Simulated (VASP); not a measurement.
# AlCo (Pm-3m) in VASP: further runs

Runs on AlCo. Level: PBE. Tasks: relaxation of cell and atoms.

All numbers are computed with VASP 6.6.1; they aren't measurements. Logs are shortened: lines on timing, memory, paths and dates and some standing lists are left out, and cuts for length are marked.

## Step 1: The crystal as given

It takes space group Pm-3m (No. 221, cubic). The conventional cell has a = 2.819 Å, b = 2.819 Å, c = 2.819 Å, α = 90.00°, β = 90.00°, γ = 90.00°. Around Al (site symmetry m-3m) lie 8 Co at 2.44 Å. Co (site symmetry m-3m) has 8 Al at 2.44 Å as nearest neighbours.

The cell is a database's computed one.

## Step 2: Relaxation of cell and atoms, PBE

INCAR

```
SYSTEM = AlCo
PREC = Accurate
ENCUT = 600
EDIFF = 1E-6
ISMEAR = 1
SIGMA = 0.1
LREAL = .False.
LASPH = .True.
NELM = 80
ALGO = Normal
ISIF = 3
LWAVE = .False.
LCHARG = .False.
GGA = PE
IBRION = 2
NSW = 90
EDIFFG = -0.01
```

KPOINTS

```
regular mesh
0
Gamma
  14 14 14
  0 0 0
```

POSCAR

```
AlCo
1.0
    2.8194032100      0.0000000000      0.0000000000
    0.0000000000      2.8194032100      0.0000000000
    0.0000000000      0.0000000000      2.8194032100
Al Co
1 1
Direct
    0.0000000000      0.0000000000      0.0000000000
    0.5000000000      0.5000000000      0.5000000000
```

Potentials or basis: VASP PAW PBE potentials, release 64 (Al, Co).

On the command line:

```
> cat potpaw_PBE.64/Al/POTCAR potpaw_PBE.64/Co/POTCAR > POTCAR
> mpirun -np 1 vasp_std > vasp.out
```

OUTCAR:

```text
SYSTEM = AlCo
   PREC = Accurate
   ENCUT = 600
   EDIFF = 1E-6
   ISMEAR = 1
   LREAL = .False.
   LASPH = .True.
   NELM = 80
   ISIF = 3
   GGA = PE
   IBRION = 2
   NSW = 90
   EDIFFG = -0.01

 ion  position               nearest neighbor table
   1  0.000  0.000  0.000-   2 2.44   2 2.44   2 2.44   2 2.44   2 2.44   2 2.44   2 2.44   2 2.44

   2  0.500  0.500  0.500-   1 2.44   1 2.44   1 2.44   1 2.44   1 2.44   1 2.44   1 2.44   1 2.44

  LATTYP: Found a simple cubic cell.
 ALAT       =     2.8194032100

  Lattice vectors:

 A1 = (   2.8194032100,   0.0000000000,   0.0000000000)
 A2 = (   0.0000000000,   2.8194032100,   0.0000000000)
 A3 = (   0.0000000000,   0.0000000000,   2.8194032100)

Analysis of symmetry for initial positions (statically):
=====================================================================
 Subroutine PRICEL returns:
 Original cell was already a primitive cell.

 Routine SETGRP: Setting up the symmetry group for a
 simple cubic supercell.

 Subroutine GETGRP returns: Found 48 space group operations
 (whereof 48 operations were pure point group operations)
 out of a pool of 48 trial point group operations.

The static configuration has the point symmetry O_h .

Analysis of symmetry for dynamics (positions and initial velocities):
=====================================================================
 Subroutine PRICEL returns:
 Original cell was already a primitive cell.

 Routine SETGRP: Setting up the symmetry group for a
 simple cubic supercell.

 Subroutine GETGRP returns: Found 48 space group operations
 (whereof 48 operations were pure point group operations)
 out of a pool of 48 trial point group operations.

The dynamic configuration has the point symmetry O_h .

 Subroutine INISYM returns: Found 48 space group operations
 (whereof 48 operations are pure point group operations),
 and found     1 'primitive' translations

----------------------------------------------------------------------------------------

                                     Primitive cell

  volume of cell :      22.4115
[... 102 lines left out ...]
   EMIN   =  10.00;   EMAX   =-10.00  energy-range for DOS
   EFERMI =   0.00;   METHOD = LEGACY
   ISMEAR =     1;   SIGMA  =   0.10  broadening in eV -4-tet -1-fermi 0-gaus
   EFERMI_NEDOS =   21; number of points for ismear=-14 and -15
   IALGO  =     38    algorithm
   IMIX   =      4    mixing-type and parameters
     AMIX     =   0.40;   BMIX     =  1.00
     AMIX_MAG =   1.60;   BMIX_MAG =  1.00
  volume/ion in A,a.u.               =      11.21        75.62
  Fermi-wavevector in a.u.,A,eV,Ry     =   1.329366  2.512138 24.044423  1.767215
  Thomas-Fermi vector in A             =   2.458534
   LORBIT       =      0    0 simple, 1 ext, 2 COOP (PROOUT), +10 PAW based schemes
   GGA     = PE    functional components
   LHFCALC =     F    Hartree Fock is set to
   AEXX    =    0.0000 exact exchange contribution
   IVDW    =     0    specifies the selected vdW correction
   LEPSILON=     F    determine dielectric tensor
   LRPA    =     F    only Hartree local field effects (RPA)
 conjugate gradient relaxation of ions
 non-spin polarized calculation
 Methfessel and Paxton  Order N= 1 SIGMA  =   0.10
  energy-cutoff  :      600.00
  volume of cell :       22.41
 maximum number of plane-waves:       768
 NGX is ok and might be reduce to    24
   NGX = 11   NGY = 11   NGZ = 11

--------------------------------------- Ionic step        1  -------------------------------------------

 number of electron      11.9999996 magnetization

 Free energy of the ion-electron system (eV)
  ---------------------------------------------------
  ext. energy  EPLUGINS =         0.00000000
  ---------------------------------------------------
  free energy    TOTEN  =       -11.97384189 eV

  energy without entropy =      -11.97485771  energy(sigma->0) =      -11.97418049

------------------------ aborting loop because EDIFF is reached ----------------------------------------

  FORCE on cell =-STRESS in cart. coord.  units (eV):
  Direction    XX          YY          ZZ          XY          YZ          ZX
  --------------------------------------------------------------------------------------
  -------------------------------------------------------------------------------------
  Total        0.9152610      0.9152610      0.9152610      0.0000000      0.0000000      0.0000000
  in kB       65.4310596     65.4310596     65.4310596      0.0000000      0.0000000      0.0000000
  external PRESSURE =      65.4310596 kB  Pullay stress =       0.0000000 kB
[... 59 lines left out ...]
--------------------------------------- Ionic step        3  -------------------------------------------

 number of electron      11.9999996 magnetization

 Free energy of the ion-electron system (eV)
  ---------------------------------------------------
  ext. energy  EPLUGINS =         0.00000000
  ---------------------------------------------------
  free energy    TOTEN  =       -11.98881034 eV

  energy without entropy =      -11.98997849  energy(sigma->0) =      -11.98919972

 E-fermi :  10.5975     XC(G=0): -12.2595

 val. band max:       10.5674887638   @ k =   0.5000   0.3571   0.0714
 cond. band min:      10.6413472313   @ k =   0.5000   0.2857   0.0000
 fundamental gap:      0.0738584675
 Fermi energy:        10.5974513826

 k-point     1 :       0.0000    0.0000    0.0000
  band No.  band energies     occupation
      1      -0.5075      2.00000
      2       7.6065      2.00000
      3       7.6065      2.00000
      4       9.7190      2.00000
      5       9.7190      2.00000
      6       9.7190      2.00000
      7      16.5187      0.00000
      8      16.5187      0.00000
      9      16.5187      0.00000
     10      19.2889      0.00000
[... 287 lines left out ...]
 k-point    24 :       0.3571    0.2143    0.0000
  band No.  band energies     occupation
      1       2.5872      2.00000
      2       6.5064      2.00000
      3       8.0499      2.00000
      4       8.7221      2.00000
      5       9.0613      2.00000
      6       9.4793      2.00000
      7      11.2179     -0.00000
      8      15.0182      0.00000
      9      18.9517      0.00000
     10      20.3570      0.00000

 [... further k-points ...]

------------------------ aborting loop because EDIFF is reached ----------------------------------------

  FORCE on cell =-STRESS in cart. coord.  units (eV):
  Direction    XX          YY          ZZ          XY          YZ          ZX
  --------------------------------------------------------------------------------------
  -------------------------------------------------------------------------------------
  Total        0.0078799      0.0078799      0.0078799      0.0000000     -0.0000000      0.0000000
  in kB        0.5447612      0.5447612      0.5447612      0.0000000     -0.0000000      0.0000000
  external PRESSURE =       0.5447612 kB  Pullay stress =       0.0000000 kB
[... 17 lines left out ...]
  FREE ENERGIE OF THE ION-ELECTRON SYSTEM (eV)
  ---------------------------------------------------
  free  energy   TOTEN  =       -11.9888103409 eV

  energy  without entropy=      -11.9899784873  energy(sigma->0) =      -11.98919972

 reached required accuracy - stopping structural energy minimisation
```

CONTCAR:

```text
AlCo
   1.00000000000000
     2.8510783539880258   -0.0000000000000000    0.0000000000000000
     0.0000000000000000    2.8510783539880258   -0.0000000000000000
     0.0000000000000000    0.0000000000000000    2.8510783539880258
  Al              Co
     1     1
Direct
     0.0000000000000000    0.0000000000000000    0.0000000000000000
     0.5000000000000000    0.5000000000000000    0.5000000000000000

  0.00000000E+00  0.00000000E+00  0.00000000E+00
  0.00000000E+00  0.00000000E+00  0.00000000E+00
```

Wall time 25 s (1 thread of Intel Xeon Platinum 8488C (Sapphire Rapids), shared host); peak memory 0.17 GiB.

Results:

* Free energy: -11.9888 eV
* Relaxed volume: 11.59 Å³/atom
* Relaxed cell: a = 2.851 Å, b = 2.851 Å, c = 2.851 Å, α = 90.00°, β = 90.00°, γ = 90.00°
* Space group after relaxing (to 0.05 Å): Pm-3m (No. 221)
* Energy gained by relaxing: 7.5 meV/atom
* Ionic steps: 3
* Pressure after relaxing: 0.1 GPa
* Band gap on the k mesh: none (metal or under the smearing width)

Step by step:
```
step  energy change (eV)  largest force (eV/Å)  pressure (GPa)  volume (Å³)
   1              0.0000                0.0000            6.54        22.41
   2             -0.0020                0.0000           -5.30        23.93
   3             -0.0150                0.0000            0.05        23.18
```

Final structure:
```xyz
2
Lattice="2.8511 0.0000 0.0000 0.0000 2.8511 0.0000 0.0000 0.0000 2.8511" Properties=species:S:1:pos:R:3 pbc="T T T"
Al    0.0000    0.0000    0.0000
Co    1.4255    1.4255    1.4255
```

Levels at points of the mesh, in eV from the Fermi level:
| k point | band 3 | band 4 | band 5 | band 6 | band 7 | band 8 | band 9 | band 10 |
| --- | --- | --- | --- | --- | --- | --- | --- | --- |
| (0.00, 0.00, 0.00) | -2.99 | -0.88 | -0.88 | -0.88 | 5.92 | 5.92 | 5.92 | 8.69 |
| (0.50, 0.00, 0.00) | -2.40 | -1.75 | -1.75 | -0.77 | 0.14 | 8.36 | 10.57 | 10.57 |
| (0.50, 0.50, 0.00) | -2.71 | -2.71 | -1.54 | -1.54 | -0.28 | 2.38 | 3.41 | 12.70 |
| (0.50, 0.50, 0.50) | -3.97 | -0.24 | -0.24 | 2.35 | 2.35 | 2.35 | 4.06 | 5.27 |

Spin polarisation is off, so any magnetic state and its effect on volume and gap are missing.

## Step 3: Relaxation of cell and atoms, PBE

This run uses another cell than the first one, of 11.59 Å³/atom, 1.034 times its volume.

Edit INCAR of step 2 so:

```diff
@@ -3,3 +3,3 @@
 ENCUT = 600
-EDIFF = 1E-6
+EDIFF = 1E-7
 ISMEAR = 1
@@ -16,2 +16,2 @@
 NSW = 90
-EDIFFG = -0.01
+EDIFFG = -0.005
```

KPOINTS is that of step 2.

POSCAR

```
AlCo                                    
1.0
    2.8510783540     -0.0000000000      0.0000000000
    0.0000000000      2.8510783540     -0.0000000000
    0.0000000000      0.0000000000      2.8510783540
  Al              Co            
     1     1
Direct
     0.0000000000000000    0.0000000000000000    0.0000000000000000
     0.5000000000000000    0.5000000000000000    0.5000000000000000
```

Potentials or basis: VASP PAW PBE potentials, release 64 (Al, Co).

On the command line:

```
> cat potpaw_PBE.64/Al/POTCAR potpaw_PBE.64/Co/POTCAR > POTCAR
> mpirun -np 1 vasp_std > vasp.out
```

It took 12 s on 1 thread of Intel Xeon Platinum 8488C (Sapphire Rapids), shared host; peak memory 0.16 GiB.

It converged, with:

```yaml
Free_energy: -11.9890 eV
Pressure_after_relaxing: 0.0 GPa
Band_gap_on_the_k_mesh: none (metal or under the smearing width)
```

Final structure:
```yaml
crystal:
  lattice:
    - [2.85108, 0.00000, 0.00000]
    - [0.00000, 2.85108, 0.00000]
    - [0.00000, 0.00000, 2.85108]
  atoms:
    - { symbol: Al, position: [0.00000, 0.00000, 0.00000] }
    - { symbol: Co, position: [0.50000, 0.50000, 0.50000] }
```

Levels at points of the mesh, in eV from the Fermi level:
| k point | band 2 | band 3 | band 4 | band 5 | band 6 | band 7 | band 8 | band 9 | band 10 |
| --- | --- | --- | --- | --- | --- | --- | --- | --- | --- |
| (0.00, 0.00, 0.00) | -2.99 | -2.99 | -0.88 | -0.88 | -0.88 | 5.92 | 5.92 | 5.92 | 8.69 |
| (0.50, 0.00, 0.00) | -6.66 | -2.40 | -1.75 | -1.75 | -0.77 | 0.14 | 8.36 | 10.57 | 10.57 |
| (0.50, 0.50, 0.00) | -3.09 | -2.71 | -2.71 | -1.54 | -1.54 | -0.28 | 2.38 | 3.40 | 12.70 |
| (0.50, 0.50, 0.50) | -3.97 | -3.97 | -0.24 | -0.24 | 2.35 | 2.35 | 2.35 | 4.06 | 5.27 |

Caveat: the relaxation stopped at its first step, so nothing moved. Spin polarisation is off, so any magnetic state and its effect on volume and gap are missing.
